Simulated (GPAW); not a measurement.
ZnS (Wurtzite-2H): relaxation of cell and atoms with revPBE+D3(BJ)

ZnS (Wurtzite-2H):

```
Zn S
1.0
     3.81100    0.00000    0.00000
    -1.90550    3.30042    0.00000
     0.00000    0.00000    6.23400
Zn S
2 2
Cartesian
  1.9055 1.1001 3.1170
  0.0000 2.2003 0.0000
  1.9055 1.1001 5.5171
  0.0000 2.2003 2.4001
```

```yaml
Program: GPAW 26.7.0
Task: relaxation of cell and atoms
Functional: revPBE
Dispersion: D3(BJ)
Potentials_or_basis: the program's PAW data sets (release 1.2.1) made for this functional
Cutoff: 600 eV
Basis: pw
k_mesh: 8 × 8 × 5
Occupations: fermi-dirac, width 0.05 eV
Spin: no spin polarisation
Maxiter: 150
Optimizer: BFGS
Fmax: 0.02 eV/Å
Max_steps: 100
Convergence: density=1e-05 forces=0.0001
```

```json
{
 "Relaxed volume": "19.24 Å³/atom",
 "Relaxed cell": "a = 3.780 Å, b = 3.780 Å, c = 6.219 Å, α = 90.00°, β = 90.00°, γ = 120.00°",
 "Space group after relaxing (to 0.05 Å)": "P6_3mc (No. 186)",
 "Energy gained by relaxing": "7.4 meV/atom",
 "Ionic steps": "8",
 "Pressure after relaxing": "0.0 GPa",
 "Band gap on the k mesh": "2.40 eV, direct",
 "Dispersion energy per atom": "-0.620 eV"
}
```

The path:
```csv
step,energy change (eV),largest force (eV/Å),pressure (GPa),volume (Å³)
1,0.0000,0.3444,-1.18,78.41
2,-0.0077,0.2949,-1.12,78.29
3,-0.0258,0.0859,-0.45,77.47
4,-0.0271,0.0047,-0.56,77.57
5,-0.0275,0.0062,-0.49,77.50
6,-0.0290,0.0142,0.18,76.83
7,-0.0291,0.0130,0.18,76.83
8,-0.0296,0.0014,0.02,76.96
```

Final structure:
```yaml
crystal:
  lattice:
    - [3.78014, 0.00000, 0.00000]
    - [-1.89007, 3.27369, 0.00000]
    - [0.00000, 0.00000, 6.21928]
  atoms:
    - { symbol: Zn, position: [0.66667, 0.33333, 0.50586] }
    - { symbol: Zn, position: [0.33333, 0.66667, 0.00586] }
    - { symbol: S, position: [0.66667, 0.33333, 0.87914] }
    - { symbol: S, position: [0.33333, 0.66667, 0.37914] }
```

Levels at points of the mesh, in eV from the valence-band top:
| k point | band 15 | band 16 | band 17 | band 18 | band 19 | band 20 | band 21 | band 22 |
| --- | --- | --- | --- | --- | --- | --- | --- | --- |
| (0.00, 0.00, 0.00) | -0.92 | -0.10 | 0.00 | 0.00 | 2.40 | 3.25 | 6.33 | 6.33 |
| (0.50, 0.50, 0.00) | -3.36 | -2.29 | -1.74 | -0.91 | 3.75 | 4.36 | 5.15 | 6.90 |

It took 13 min on 1 thread of Arm Neoverse N1, on a shared host, peak memory 0.43 GiB.

Caveat: later steps reuse the first step's grids. As with any semilocal functional, this revPBE gap is likely too small.
